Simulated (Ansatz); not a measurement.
Input for Ansatz (plane-wave DFT, PAW):

```yaml
crystal:
  lattice:
    - [2.4576376783, 0.0, 0.0]
    - [-1.2288188392, 2.1283766627, 0.0]
    - [0.0, 0.0, 3.8930777914]
  atoms:
    - { symbol: Fe, position: [0.3333333333, 0.6666666667, 0.25] }
    - { symbol: Fe, position: [0.6666666667, 0.3333333333, 0.75] }
basis:
  ecutwfc: 420
kpoints:
  mp_grid: { grid: [21, 21, 12] }
hamiltonian:
  xc: pbe
scf:
  occupations: { method: gaussian, width: 0.1 }
output:
  forces: true
  stress: true
  eigenvalues: true
  write_density: true
  write_potential: true
  elf: true
  volumetric_format: npy
relax:
  adjacent_minimum: "off"
  f_tol: 0.005
  max_steps: 80
  cell: { stress_tol: 0.05 }
```

Run as
```bash
ansatz run input.yaml --threads 1 --pin off --max-ram 2560MiB --backend cpu --events-out ev --progress --plain --runs-dir out
```

Level of theory: Ansatz, DFT PBE, scalar-relativistic, plane waves, PAW.

Abridged output:

```
Pseudopotentials: kind: paw
Pseudopotential: Fe, paw, valence charge 16, recommended cutoff 420 eV (normal)
Functional definition: PBE
Crystal: 2 atoms, lattice volume = 20.364 Å³
Basis set: ecut = 420 eV, 391 PW (Γ), exchange–correlation on 36×36×54 points (8 copies of the dense FFT grid, shifted against one another)
Bands: 20, of which v1, the nominal top of the filled ones, is band 16 counted from 1 (15 counted from 0)
Symmetry: 24 space group operations
Space group: P63/mmc (ITA 194), of the structure as read, at distance tolerance 2.7e-5 Å
k-points: 336 of 5292
Initial density: superposition of atomic densities (neutral atoms: chi_scale 0, normalization atom), corrected by the library's trained network
Initial wavefunctions: pseudopotential atomic-orbital guess
Functional: x = pbe(κ = 0.804, μ = 0.21951497), c = pbe(β = 0.06672455)
SCF iter   1: F=—  HF=-8960.819476 eV  |F-HF|=—  |Δ(HF+E_count)|=         —  Δρ=5.03e-3  dr2=1.63e-3  ethr=1.77e-3  ⟨swp⟩=4.0  Hψ=25066  notcnv=0
SCF iter   2: F=—  HF=-8960.820008 eV  |F-HF|=—  |Δ(HF+E_count)|=   5.32e-4  Δρ=2.66e-3  dr2=3.80e-4  ethr=5.08e-6  ⟨swp⟩=2.1  Hψ=12718  notcnv=0
SCF iter   3: F=—  HF=-8960.820226 eV  |F-HF|=—  |Δ(HF+E_count)|=   2.18e-4  Δρ=7.04e-4  dr2=4.80e-5  ethr=1.19e-6  ⟨swp⟩=2.4  Hψ=9346  notcnv=0
SCF iter   4: F=—  HF=-8960.820224 eV  |F-HF|=—  |Δ(HF+E_count)|=   2.18e-6  Δρ=5.48e-5  dr2=1.90e-7  ethr=1.50e-7  ⟨swp⟩=2.0  Hψ=9350  notcnv=0
SCF iter   5: F=—  HF=-8960.820224 eV  |F-HF|=—  |Δ(HF+E_count)|=   2.77e-7  Δρ=2.75e-5  dr2=5.11e-8  ethr=5.92e-10  ⟨swp⟩=2.2  Hψ=11987  notcnv=0
SCF iter   6: F=-8960.820224 eV  HF=-8960.820224 eV  |F-HF|=1.48e-8  |Δ(HF+E_count)|=   7.62e-8  Δρ=1.66e-5  dr2=1.48e-8  ethr=1.60e-10  ⟨swp⟩=7.7  Hψ=41627  notcnv=0
SCF 1 converged in 6 iterations: F = -8960.820224 eV  dr2 = 1.48e-8
relax step   1: F+E_penalty+E_count = -8960.82022433 eV  Δ(F+E_penalty+E_count) = +0.000e0 eV  max|allowed force component| = 3.007e-17 eV/Å  Δτ_max = 0.0000 Å  P = +0.465 GPa  Ω = 20.364 Å³  (6 SCF iters, dr2 threshold 1.00e-7 eV, accepted)
Crystal: 2 atoms, lattice volume = 20.384 Å³
Initial density: handed on by an earlier stage of this run
Initial wavefunctions: those handed on with the density
SCF iter   1: F=—  HF=-8960.820315 eV  |F-HF|=—  |Δ(HF+E_count)|=         —  Δρ=2.99e-4  dr2=1.23e-5  ethr=3.44e-8  ⟨swp⟩=2.0  Hψ=33378  notcnv=0
SCF iter   2: F=—  HF=-8960.820313 eV  |F-HF|=—  |Δ(HF+E_count)|=   2.47e-6  Δρ=6.10e-5  dr2=3.13e-7  ethr=3.44e-8  ⟨swp⟩=2.0  Hψ=9251  notcnv=0
SCF iter   3: F=-8960.820312 eV  HF=-8960.820312 eV  |F-HF|=1.89e-8  |Δ(HF+E_count)|=   1.33e-7  Δρ=2.48e-5  dr2=5.89e-8  ethr=9.78e-10  ⟨swp⟩=2.0  Hψ=10697  notcnv=0
SCF iter   4: F=-8960.820312 eV  HF=-8960.820312 eV  |F-HF|=6.73e-11  |Δ(HF+E_count)|=   7.18e-9  Δρ=4.44e-6  dr2=1.96e-9  ethr=1.84e-10  ⟨swp⟩=2.0  Hψ=9441  notcnv=0
SCF iter   5: F=-8960.820312 eV  HF=-8960.820312 eV  |F-HF|=8.91e-11  |Δ(HF+E_count)|=  6.11e-10  Δρ=1.26e-6  dr2=8.43e-11  ethr=6.12e-12  ⟨swp⟩=2.1  Hψ=9280  notcnv=0
SCF iter   6: F=-8960.820312 eV  HF=-8960.820312 eV  |F-HF|=1.82e-12  |Δ(HF+E_count)|=  4.18e-11  Δρ=9.76e-8  dr2=1.01e-12  ethr=1.00e-12  ⟨swp⟩=4.8  Hψ=32388  notcnv=0
SCF 2 converged in 6 iterations: F = -8960.820312 eV  dr2 = 1.01e-12
relax step   2: F+E_penalty+E_count = -8960.82031240 eV  Δ(F+E_penalty+E_count) = -8.807e-5 eV  max|allowed force component| = 4.626e-18 eV/Å  Δτ_max = 0.0000 Å  P = +0.188 GPa  Ω = 20.384 Å³  energy of the carried Pulay correction = -1.343e-5 eV  (6 SCF iters, dr2 threshold 2.00e-7 eV, accepted)
Crystal: 2 atoms, lattice volume = 20.397 Å³
SCF iter   1: F=—  HF=-8960.820328 eV  |F-HF|=—  |Δ(HF+E_count)|=         —  Δρ=2.14e-4  dr2=6.37e-6  ethr=1.76e-8  ⟨swp⟩=2.1  Hψ=33482  notcnv=0
SCF iter   2: F=—  HF=-8960.820327 eV  |F-HF|=—  |Δ(HF+E_count)|=   1.00e-6  Δρ=4.83e-5  dr2=2.05e-7  ethr=1.76e-8  ⟨swp⟩=2.0  Hψ=9250  notcnv=0
SCF iter   3: F=-8960.820327 eV  HF=-8960.820327 eV  |F-HF|=1.20e-8  |Δ(HF+E_count)|=   7.97e-8  Δρ=1.94e-5  dr2=3.63e-8  ethr=6.40e-10  ⟨swp⟩=2.2  Hψ=10674  notcnv=0
SCF iter   4: F=-8960.820327 eV  HF=-8960.820327 eV  |F-HF|=8.91e-11  |Δ(HF+E_count)|=   5.57e-9  Δρ=3.24e-6  dr2=1.04e-9  ethr=1.13e-10  ⟨swp⟩=2.0  Hψ=9435  notcnv=0
SCF iter   5: F=-8960.820327 eV  HF=-8960.820327 eV  |F-HF|=1.16e-10  |Δ(HF+E_count)|=  2.67e-10  Δρ=1.46e-6  dr2=1.15e-10  ethr=3.24e-12  ⟨swp⟩=2.3  Hψ=10171  notcnv=0
SCF iter   6: F=-8960.820327 eV  HF=-8960.820327 eV  |F-HF|=1.82e-12  |Δ(HF+E_count)|=  5.82e-11  Δρ=5.60e-8  dr2=3.41e-13  ethr=1.00e-12  ⟨swp⟩=4.7  Hψ=32162  notcnv=0
SCF 3 converged in 6 iterations: F = -8960.820327 eV  dr2 = 3.41e-13
relax step   3: F+E_penalty+E_count = -8960.82032692 eV  Δ(F+E_penalty+E_count) = -1.451e-5 eV  max|allowed force component| = 2.776e-17 eV/Å  Δτ_max = 0.0000 Å  P = +0.000 GPa  Ω = 20.397 Å³  energy of the carried Pulay correction = -2.269e-5 eV  (6 SCF iters, dr2 threshold 2.00e-7 eV, accepted)
Initial wavefunctions: pseudopotential atomic-orbital guess (no wavefunctions were taken with the density)
SCF iter   1: F=—  HF=-8960.820350 eV  |F-HF|=—  |Δ(HF+E_count)|=         —  Δρ=9.33e-6  dr2=1.21e-9  ethr=3.12e-10  ⟨swp⟩=4.3  Hψ=53179  notcnv=0
SCF iter   2: F=—  HF=-8960.820351 eV  |F-HF|=—  |Δ(HF+E_count)|=   5.19e-7  Δρ=4.72e-6  dr2=3.53e-10  ethr=3.79e-12  ⟨swp⟩=2.0  Hψ=10109  notcnv=0
SCF iter   3: F=—  HF=-8960.820351 eV  |F-HF|=—  |Δ(HF+E_count)|=   5.09e-9  Δρ=5.66e-7  dr2=3.56e-11  ethr=1.10e-12  ⟨swp⟩=2.5  Hψ=11936  notcnv=0
SCF iter   4: F=-8960.820351 eV  HF=-8960.820351 eV  |F-HF|=0.00e0  |Δ(HF+E_count)|=  5.46e-12  Δρ=1.19e-7  dr2=1.23e-12  ethr=1.00e-12  ⟨swp⟩=1.0  Hψ=6720  notcnv=0
SCF iter   5: F=-8960.820351 eV  HF=-8960.820351 eV  |F-HF|=0.00e0  |Δ(HF+E_count)|=    0.00e0  Δρ=1.58e-8  dr2=9.58e-15  ethr=1.00e-12  ⟨swp⟩=1.0  Hψ=6720  notcnv=0
SCF iter   6: F=-8960.820351 eV  HF=-8960.820351 eV  |F-HF|=1.82e-12  |Δ(HF+E_count)|=    0.00e0  Δρ=6.06e-9  dr2=1.15e-15  ethr=1.00e-12  ⟨swp⟩=1.0  Hψ=6720  notcnv=0
SCF iter   7: F=-8960.820351 eV  HF=-8960.820351 eV  |F-HF|=1.82e-12  |Δ(HF+E_count)|=  1.82e-12  Δρ=7.01e-10  dr2=2.18e-17  ethr=1.00e-12  ⟨swp⟩=1.0  Hψ=6720  notcnv=0
SCF iter   8: F=-8960.820351 eV  HF=-8960.820351 eV  |F-HF|=0.00e0  |Δ(HF+E_count)|=  1.82e-12  Δρ=2.28e-10  dr2=5.54e-18  ethr=1.00e-12  ⟨swp⟩=1.9  Hψ=16966  notcnv=0
SCF 4 converged in 8 iterations: F = -8960.820351 eV  dr2 = 5.54e-18
SCF converged after 8 iterations
Free energy (F): -8960.820351 eV
Harris-Foulkes:  -8960.820351 eV  (|F-HF|=0.00e0)
Internal energy: -8960.806712 eV  (E = F + TS)
E sigma→0 (E₀):  -8960.813531 eV
Entropy (-TS):   -0.013639 eV (-6.819 meV/atom)
Fermi energy:    21.069702 eV
--- Per-component energies (eV) ---
  E_band       = -353.624022
  E_kinetic    = 710.409962
  E_local      = -3852.846604  (includes V_loc(G=0)·N_el)
  E_nonlocal   = 426.108547
  E_hartree    = 1630.035841
  E_xc         = -239.102803
  E_vxc        = -308.147358  (∫ρ·V_xc dr)
  E_paw        = -2726.717954  (= ΣΔE_a)
  E_vpaw       = -589.222095  (= ΣTr[D̂ρ^β])
  E_aug_tail   = 0.001844  (compensation charges beyond the density's cutoff)
  E_ewald      = -4908.695546
  E_smearing   = -0.013639  (= −TS)
--- Forces (eV/Å), atoms counted from 1 ---
  atom   1  Fe     0.00000000     0.00000000     0.00000000
  atom   2  Fe     0.00000000     0.00000000     0.00000000
--- Stress (GPa, compression-positive) ---
        0.004137       0.000000       0.000000
        0.000000       0.004137       0.000000
        0.000000       0.000000      -0.002434
  P = ⅓ Tr σ = 0.0019 GPa (0.019 kbar)
--- Band table (eV; the first three rows and the last of 336) ---
  k-point 0: bands = ["-66.1762", "-66.0412", "-32.5186", "-31.9722", "-31.9722", "-31.8745", "-31.8745", "-31.8623", "12.0337", "16.0850", "19.4088", "19.4088", "19.5409", "19.8792", "19.8792", "20.2240", "20.2240", "21.5126", "21.7967", "21.7967"]
  k-point 1: bands = ["-66.1739", "-66.0435", "-32.5078", "-31.9705", "-31.9705", "-31.8762", "-31.8762", "-31.8739", "12.1123", "16.0744", "19.3733", "19.3733", "19.5122", "19.8478", "19.8478", "20.2963", "20.2963", "21.2574", "21.7964", "21.7964"]
  k-point 2: bands = ["-66.1672", "-66.0503", "-32.4759", "-31.9656", "-31.9656", "-31.9076", "-31.8810", "-31.8810", "12.3452", "16.0266", "19.3011", "19.3011", "19.4299", "19.7617", "19.7617", "20.4763", "20.4763", "20.6383", "21.7887", "21.7887"]
  k-point 335: bands = ["-66.0312", "-66.0312", "-32.3698", "-32.3698", "-32.2134", "-32.2134", "-31.9699", "-31.9699", "17.7101", "17.7101", "17.7389", "17.7389", "18.8119", "18.8119", "20.3665", "20.3665", "21.8260", "21.8260", "28.0106", "28.0106"]
--- Relaxed structure (3 steps of the walk, 3 accepted, 1 SCFs on fresh bases) ---
  F+E_penalty+E_count = -8960.82035091 eV   max|allowed force component| = 2.082e-17 eV/Å   (the final SCF, on the basis selected at the relaxed cell)
  cell:  # Å, volume = 20.3972 Å³
    - [2.46063782, 0.0, 0.0]
    - [-1.23031891, 2.13097486, 0.0]
    - [0.0, 0.0, 3.88994956]
  atoms:
    - { symbol: Fe, position: [0.33333333, 0.66666666, 0.25] }
    - { symbol: Fe, position: [0.66666666, 0.33333333, 0.75] }
```

The relaxation met its thresholds.

Time: 54 s on 1 thread of Arm Neoverse N1, on a shared host, peak memory 0.41 GiB.

Spin polarisation was left out, and a magnetic state may lie lower.